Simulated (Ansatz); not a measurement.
**Se: changing the functional**

The cell as given:

```
Se
1.0
     2.81056    0.00000    0.00000
     0.00000    2.81056    0.00000
     0.00000    0.00000    2.81056
Se
1
Direct
  0.00000 0.00000 0.00000
```

This isn't the form of Se at room conditions, which is trigonal, of chains.

Kept alike: task relaxation of cell and atoms; k mesh 9 × 9 × 9; occupations fermi-dirac, width 0.05 eV; no spin polarisation. Program: Ansatz, Ansatz PAW. Cutoffs run from 420 to 500 eV. The mesh is that of the run's cell of 1 atom. No spin-orbit coupling.

| functional | volume (Å³/atom) |
| --- | --- |
| BLYP | 24.741 |
| LDA | 21.326 |
| PBEsol | 21.743 |
| r2SCAN | 22.444 |

The relaxations keep at least the cell's symmetry (Pm-3m). For a metal such a mesh leaves the last digits unconverged. Relaxations stop with a little pressure left, so the last digits of a volume or edge aren't settled. All rows use potentials made for PBE.

Problem. What does the functional change here?

Solution. The volume runs from 21.326 (LDA) to 24.741 Å³/atom (BLYP).
